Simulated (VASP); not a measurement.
# KCl (Sylvite) (Fm-3m) in VASP: settings compared

One crystal, KCl (Sylvite), is run at these levels: PBE-EpsX, r2SCAN, LDA; tasks: band structure, phonons, dielectric tensor.

Everything below comes from runs of VASP 6.6.1. Logs are shortened: lines on timing, memory, paths and dates and some standing lists are left out, and cuts for length are marked.

**What was measured.**

A printed reference work, monograph reports, for a bulk crystal of KCl: band gap 8.68 eV.

From a printed reference work, textbook, for a bulk crystal of KCl at 80 K: high-frequency dielectric constant 2.19.

The runs below are set against these values where they give the same quantity.

## Step 1: Starting point

The structure is cubic, space group Fm-3m (No. 225). Conventional cell: a = 6.254 Å, b = 6.254 Å, c = 6.254 Å, α = 90.00°, β = 90.00°, γ = 90.00°. K (site symmetry m-3m) has 6 Cl at 3.13 Å as nearest neighbours. Around Cl (site symmetry m-3m) lie 6 K at 3.13 Å.

## Step 2: Band structure, PBE-EpsX

POSCAR reads:

```
KCl                                     
1.0
    0.0000000000      3.1269960151      3.1269960151
    3.1269960151      0.0000000000      3.1269960151
    3.1269960151      3.1269960151      0.0000000000
  K               Cl            
     1     1
Direct
     0.0000000000000000    0.0000000000000000    0.0000000000000000
     0.5000000000000000    0.5000000000000000    0.5000000000000000
```

INCAR.step1 reads:

```
ALGO = Normal
EDIFF = 1E-8
ENCUT = 520
GGA = PE
ISIF = 2
ISMEAR = 0
KPAR = 4
LASPH = True
LCHARG = False
LEPSILON = True
LREAL = False
LWAVE = False
NELM = 80
PREC = Accurate
SIGMA = 0.03
```

KPOINTS.step1 reads:

```
Automatic mesh
0
G
  8 8 8
  0 0 0
```

INCAR.step2 reads:

```
ALGO = Normal
EDIFF = 1E-5
ENCUT = 520
GGA = PE
ISIF = 2
ISMEAR = 0
KPAR = 4
LASPH = True
LCHARG = False
LREAL = False
LWAVE = True
NBANDS = 15
NELM = 80
PREC = Accurate
SIGMA = 0.03
```

KPOINTS.step2 reads:

```
k-points
0
Gamma
  6 6 6
```

INCAR.step3 reads:

```
AEXX = 0.4265
ALGO = Normal
EDIFF = 1E-6
ENCUT = 520
GGA = PE
HFRCUT = -1
ISIF = 2
ISMEAR = 0
ISTART = 1
KPAR = 4
LASPH = True
LCHARG = False
LHFCALC = True
LREAL = False
LWAVE = False
NBANDS = 15
NELM = 80
PREC = Accurate
PRECFOCK = Fast
SIGMA = 0.03
```

KPOINTS.step3 reads:

```
k-points
0
Gamma
  6 6 6
```

KPOINTS_OPT reads:

```
explicit points
6
Reciprocal
 0.0000000000  0.0000000000  0.0000000000 1
 0.3750000000  0.3750000000  0.7500000000 1
 0.5000000000  0.5000000000  0.5000000000 1
 0.6250000000  0.2500000000  0.6250000000 1
 0.5000000000  0.2500000000  0.7500000000 1
 0.5000000000  0.0000000000  0.5000000000 1
```

Potentials or basis: VASP PAW PBE potentials, release 64 (K_sv, Cl).

Started as:

```
> cat potpaw_PBE.64/K_sv/POTCAR potpaw_PBE.64/Cl/POTCAR > POTCAR
> cp INCAR.step1 INCAR
> cp KPOINTS.step1 KPOINTS
> mpirun -np 4 vasp_std > vasp.out
> cp INCAR.step2 INCAR
> cp KPOINTS.step2 KPOINTS
> mpirun -np 4 vasp_std > vasp.out
> cp INCAR.step3 INCAR
> cp KPOINTS.step3 KPOINTS
> mpirun -np 4 vasp_std > vasp.out
```

OUTCAR:

```text
AEXX = 0.4265
   EDIFF = 1E-6
   ENCUT = 520
   GGA = PE
   ISIF = 2
   ISMEAR = 0
   ISTART = 1
   LASPH = True
   LHFCALC = True
   LREAL = False
   NELM = 80
   PREC = Accurate
   PRECFOCK = Fast

 ion  position               nearest neighbor table
   1  0.000  0.000  0.000-   2 3.13   2 3.13   2 3.13   2 3.13   2 3.13   2 3.13
   2  0.500  0.500  0.500-   1 3.13   1 3.13   1 3.13   1 3.13   1 3.13   1 3.13

  LATTYP: Found a face centered cubic cell.
 ALAT       =     6.2539920302

  Lattice vectors:

 A1 = (   0.0000000000,   3.1269960151,   3.1269960151)
 A2 = (   3.1269960151,   0.0000000000,   3.1269960151)
 A3 = (   3.1269960151,   3.1269960151,   0.0000000000)

Analysis of symmetry for initial positions (statically):
=====================================================================
 Subroutine PRICEL returns:
 Original cell was already a primitive cell.

 Routine SETGRP: Setting up the symmetry group for a
 face centered cubic supercell.

 Subroutine GETGRP returns: Found 48 space group operations
 (whereof 48 operations were pure point group operations)
 out of a pool of 48 trial point group operations.

The static configuration has the point symmetry O_h .

Analysis of symmetry for dynamics (positions and initial velocities):
=====================================================================
 Subroutine PRICEL returns:
 Original cell was already a primitive cell.

 Routine SETGRP: Setting up the symmetry group for a
 face centered cubic supercell.

 Subroutine GETGRP returns: Found 48 space group operations
 (whereof 48 operations were pure point group operations)
 out of a pool of 48 trial point group operations.

The dynamic configuration has the point symmetry O_h .

 Subroutine INISYM returns: Found 48 space group operations
 (whereof 48 operations are pure point group operations),
 and found     1 'primitive' translations

----------------------------------------------------------------------------------------

                                     Primitive cell

  volume of cell :      61.1522

  direct lattice vectors                    reciprocal lattice vectors
     0.000000000  3.126996015  3.126996015    -0.159897869  0.159897869  0.159897869
     3.126996015  0.000000000  3.126996015     0.159897869 -0.159897869  0.159897869
     3.126996015  3.126996015  0.000000000     0.159897869  0.159897869 -0.159897869

  length of vectors
     4.422240174  4.422240174  4.422240174     0.276951234  0.276951234  0.276951234

  position of ions in fractional coordinates (direct lattice)
     0.000000000  0.000000000  0.000000000
     0.500000000  0.500000000  0.500000000

  ion indices of the primitive-cell ions
   primitive index   ion index
                 1           1
                 2           2

----------------------------------------------------------------------------------------

 KPOINTS: k-points

Automatic generation of k-mesh.
 Grid dimensions read from file:
 generate k-points for:    6    6    6

 Generating k-lattice:

  Cartesian coordinates                     Fractional coordinates (reciprocal lattice)
    -0.026649645  0.026649645  0.026649645     0.166666667  0.000000000  0.000000000
     0.026649645 -0.026649645  0.026649645     0.000000000  0.166666667  0.000000000
     0.026649645  0.026649645 -0.026649645     0.000000000  0.000000000  0.166666667

  Length of vectors
     0.046158539  0.046158539  0.046158539

  Shift w.r.t. Gamma in fractional coordinates (k-lattice)
     0.000000000  0.000000000  0.000000000

 Subroutine IBZKPT returns following result:
 ===========================================

 Found     16 irreducible k-points:

 Following reciprocal coordinates:
            Coordinates               Weight
  0.000000  0.000000  0.000000      1.000000
  0.166667  0.000000  0.000000      8.000000
  0.333333  0.000000  0.000000      8.000000
  0.500000  0.000000  0.000000      4.000000
  0.166667  0.166667  0.000000      6.000000
  0.333333  0.166667  0.000000     24.000000
[... 8 lines left out ...]
 -0.333333  0.333333  0.166667     24.000000
 -0.333333  0.500000  0.166667     12.000000
   k-points           NKPTS =     16   k-points in BZ     NKDIM =    216   number of bands    NBANDS=     15
   number of dos      NEDOS =    301   number of ions     NIONS =      2
   total plane-waves  NPLWV =  46656
   dimension x,y,z NGX =    36 NGY =   36 NGZ =   36
   dimension x,y,z NGXF=    72 NGYF=   72 NGZF=   72
   ions per type =               1   1
   NGX,Y,Z   is equivalent  to a cutoff of  13.53, 13.53, 13.53 a.u.
   NGXF,Y,Z  is equivalent  to a cutoff of  27.07, 27.07, 27.07 a.u.
 SYSTEM =  unknown system
   PREC   = accura    normal or accurate (medium, high low for compatibility)
   ISTART =      1    job   : 0-new  1-cont  2-samecut
   ICHARG =      0    charge: 1-file 2-atom 10-const
   ISPIN  =      1    spin polarized calculation?
   LNONCOLLINEAR =      F non collinear calculations
   LSORBIT =      F    spin-orbit coupling
   LASPH  =      T    aspherical Exc in radial PAW
   ENCUT  =  520.0 eV  38.22 Ry    6.18 a.u.   8.22  8.22  8.22*2*pi/ulx,y,z
   NELM   =     80;   NELMIN=  2; NELMDL=  0     # of ELM steps
   EDIFF  = 0.1E-05   stopping-criterion for ELM
   LREAL  =      F    real-space projection
   EDIFFG = 0.1E-04   stopping-criterion for IOM
   NSW    =      0    number of steps for IOM
   IBRION =     -1    ionic relax: 0-MD 1-quasi-New 2-CG
   NFREE  =      0    steps in history (QN), initial steepest desc. (CG)
   ISIF   =      2    stress and relaxation
   ISYM   =      3    0-nonsym 1-usesym 2-fastsym
   POTIM  = 0.5000    time-step for ionic-motion
   TEBEG  =    0.0;   TEEND  =   0.0 temperature during run
   PSTRESS=    0.0 pullay stress
   NELECT =      16.0000    total number of electrons
   NUPDOWN=      -1.0000    fix difference up-down
   EMIN   =  10.00;   EMAX   =-10.00  energy-range for DOS
   EFERMI =   0.00;   METHOD = LEGACY
   ISMEAR =     0;   SIGMA  =   0.03  broadening in eV -4-tet -1-fermi 0-gaus
   EFERMI_NEDOS =   21; number of points for ismear=-14 and -15
   IALGO  =     38    algorithm
   IMIX   =      1    mixing-type and parameters
     AMIX     =   0.40;   BMIX     =  1.00
     AMIX_MAG =   1.60;   BMIX_MAG =  1.00
  volume/ion in A,a.u.               =      30.58       206.34
  Fermi-wavevector in a.u.,A,eV,Ry     =   1.047074  1.978684 14.916946  1.096365
  Thomas-Fermi vector in A             =   2.181939
   LORBIT       =      0    0 simple, 1 ext, 2 COOP (PROOUT), +10 PAW based schemes
   GGA     = PE    functional components
   LHFCALC =     T    Hartree Fock is set to
   PRECFOCK=fast      Normal, Fast or Accurate (Low or Medium for compatibility)
   ENCUT4O =  -1.0   cutoff for four orbital integrals eV
   NKREDX  =     1    reduce k-point grid by
   NKREDY  =     1    reduce k-point grid by
   NKREDZ  =     1    reduce k-point grid by
   AEXX    =    0.4265 exact exchange contribution
   HFSCREEN=    0.0000 screening length (either q_TF or 0.3 A-1)
   HFSCREENC=   0.0000 screening length for correlation (either q_TF or 0.3 A-1)
   ENCUTFOCK=  -1.0 apply spherical cutoff to Coloumb kernel
   IVDW    =     0    specifies the selected vdW correction
   LEPSILON=     F    determine dielectric tensor
   LRPA    =     F    only Hartree local field effects (RPA)
 non-spin polarized calculation
 Gauss-broadening in eV      SIGMA  =   0.03
  energy-cutoff  :      520.00
  volume of cell :       61.15
 maximum number of plane-waves:      1676
 NGX is ok and might be reduce to    36
  NGX = 20; NGY = 20; NGZ = 20

 number of electron      16.0000002 magnetization

 Free energy of the ion-electron system (eV)
  ---------------------------------------------------
  ext. energy  EPLUGINS =         0.00000000
  ---------------------------------------------------
  free energy    TOTEN  =        -9.50241258 eV

  energy without entropy =       -9.50241258  energy(sigma->0) =       -9.50241258

 E-fermi :  -4.0238     XC(G=0):  -4.8430

 val. band max:       -4.1564934582   @ k =   0.0000   0.0000   0.0000
 cond. band min:       4.6224279227   @ k =   0.0000   0.0000   0.0000
 fundamental gap:      8.7789213810
 Fermi energy:        -4.0238478618

 k-point     1 :       0.0000    0.0000    0.0000
  band No.  band energies     occupation
      1     -34.8563      2.00000
      2     -18.2953      2.00000
      3     -15.9896      2.00000
      4     -15.9896      2.00000
      5     -15.9896      2.00000
      6      -4.1565      2.00000
      7      -4.1565      2.00000
      8      -4.1565      2.00000
      9       4.6224      0.00000
     10       8.1829      0.00000
     11       8.1829      0.00000
     12       8.1829      0.00000
     13       9.2996      0.00000
     14       9.2996      0.00000
     15      12.3324      0.00000

 k-point     2 :       0.1667    0.0000    0.0000
  band No.  band energies     occupation
      1     -34.8532      2.00000
      2     -18.3336      2.00000
      3     -15.9912      2.00000
      4     -15.9912      2.00000
      5     -15.9304      2.00000
      6      -4.4990      2.00000
      7      -4.2535      2.00000
      8      -4.2535      2.00000
      9       5.2961      0.00000
     10       7.9113      0.00000
     11       8.5731      0.00000
     12       8.5731      0.00000
     13       9.7168      0.00000
     14       9.7168      0.00000
     15      13.5533      0.00000
[... 221 lines left out ...]
      3     -16.0771      2.00000
      4     -16.0573      2.00000
      5     -15.8853      2.00000
      6      -4.9702      2.00000
      7      -4.6628      2.00000
      8      -4.5662      2.00000
      9       7.5225      0.00000
     10       7.8427      0.00000
     11       9.6276      0.00000
     12      10.1865      0.00000
     13      11.6011      0.00000
     14      12.0804      0.00000
     15      12.3822      0.00000

 k-point    16 :      -0.3333    0.5000    0.1667
  band No.  band energies     occupation
      1     -34.8400      2.00000
      2     -18.2345      2.00000
      3     -16.1288      2.00000
      4     -16.0789      2.00000
      5     -15.9424      2.00000
      6      -4.8205      2.00000
      7      -4.6429      2.00000
      8      -4.5729      2.00000
      9       6.7859      0.00000
     10       8.6164      0.00000
     11       8.9196      0.00000
     12      10.3735      0.00000
     13      11.2821      0.00000
     14      12.3286      0.00000
     15      12.6751      0.00000

------------------------ aborting loop because EDIFF is reached ----------------------------------------

  FORCE on cell =-STRESS in cart. coord.  units (eV):
  Direction    XX          YY          ZZ          XY          YZ          ZX
  --------------------------------------------------------------------------------------
  -------------------------------------------------------------------------------------
  Total        0.2260465      0.2260465      0.2260465      0.0000000     -0.0000000      0.0000000
  in kB        5.9223809      5.9223809      5.9223809      0.0000000     -0.0000000      0.0000000
  external PRESSURE =       5.9223809 kB  Pullay stress =       0.0000000 kB

 VOLUME and BASIS-vectors are now :
 -----------------------------------------------------------------------------
  energy-cutoff  :      520.00
  volume of cell :       61.15
      direct lattice vectors                 reciprocal lattice vectors
     0.000000000  3.126996015  3.126996015    -0.159897869  0.159897869  0.159897869
     3.126996015  0.000000000  3.126996015     0.159897869 -0.159897869  0.159897869
     3.126996015  3.126996015  0.000000000     0.159897869  0.159897869 -0.159897869

 POSITION                                       TOTAL-FORCE (eV/Angst)
 -----------------------------------------------------------------------------------
      0.00000      0.00000      0.00000        -0.000000     -0.000000      0.000000
      3.12700      3.12700      3.12700         0.000000      0.000000     -0.000000
 -----------------------------------------------------------------------------------
    total drift:                               -0.000000     -0.000000      0.000000

  FREE ENERGIE OF THE ION-ELECTRON SYSTEM (eV)
  ---------------------------------------------------
  free  energy   TOTEN  =        -9.5024125788 eV

  energy  without entropy=       -9.5024125788  energy(sigma->0) =       -9.50241258
```

Run time: 9.1 min. Hardware: 4 MPI ranks of AMD EPYC 9R45 (Zen 5), shared host; peak memory 0.3 GiB.

Results:

- Free energy: -9.5024 eV
- Pressure: 0.6 GPa
- Band gap on the k mesh: 8.78 eV, direct
- Band gap along the path: 8.78 eV, direct

Levels at points of the mesh, in eV from the valence-band top:
| k point | band 5 | band 6 | band 7 | band 8 | band 9 | band 10 | band 11 | band 12 |
| --- | --- | --- | --- | --- | --- | --- | --- | --- |
| (0.00, 0.00, 0.00) | -11.83 | 0.00 | 0.00 | 0.00 | 8.78 | 12.34 | 12.34 | 12.34 |
| (0.50, 0.00, 0.00) | -11.60 | -1.20 | -0.37 | -0.37 | 11.18 | 12.56 | 14.99 | 14.99 |
| (0.50, 0.50, 0.00) | -11.90 | -0.77 | -0.27 | -0.27 | 10.14 | 12.27 | 13.92 | 14.67 |

Caveat: the PAW data sets were made with another functional, which shifts forces and pressure a little.

(Part 1 of 3 ends here.)
